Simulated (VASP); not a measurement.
Runs of VASP 6.6.1 on SiO2 (Stishovite). Symmetry: P4_2/mnm, No. 136, tetragonal system. The conventional cell has a = 4.154 Å, b = 4.154 Å, c = 2.665 Å, α = 90.00°, β = 90.00°, γ = 90.00°. Si (site symmetry mmm) is surrounded by 6 O at 1.76 to 1.79 Å. Around O (site symmetry m2m) lie 3 Si at 1.76 to 1.79 Å. 

```tsv
task	cell	gap on the mesh (eV)	pressure (GPa)
relaxation of cell and atoms	relaxed	5.78	0.0
relaxation of shape and atoms at fixed volume	atoms relaxed at fixed volume from: a relaxed cell with its volume scaled by 1.04	5.17	-11.0
relaxation of shape and atoms at fixed volume	atoms relaxed at fixed volume from: a relaxed cell with its volume scaled by 1.02	(a)	-5.8
relaxation of shape and atoms at fixed volume	atoms relaxed at fixed volume from: a relaxed cell with its volume scaled by 0.96	(b)	14.0
relaxation of shape and atoms at fixed volume	atoms relaxed at fixed volume from: a relaxed cell with its volume scaled by 0.98	6.11	6.6
relaxation of shape and atoms at fixed volume	atoms relaxed at fixed volume from: a relaxed cell with its volume scaled by 1.06	4.91	-15.4
relaxation of shape and atoms at fixed volume	atoms relaxed at fixed volume	5.78	0.0
```

Alike in all rows: level LDA; potentials or basis VASP PAW LDA potentials, release 64 (Si, O); no spin polarisation; k mesh 8 × 8 × 10; cutoff (eV) 600; smearing gaussian 0.03 eV.

Question: Fill in the values left out.

Answer: (a) 5.47; (b) 6.47.

Caveats: the relaxation stopped at its first step, so nothing moved (some runs).

A k mesh can miss the band edges.
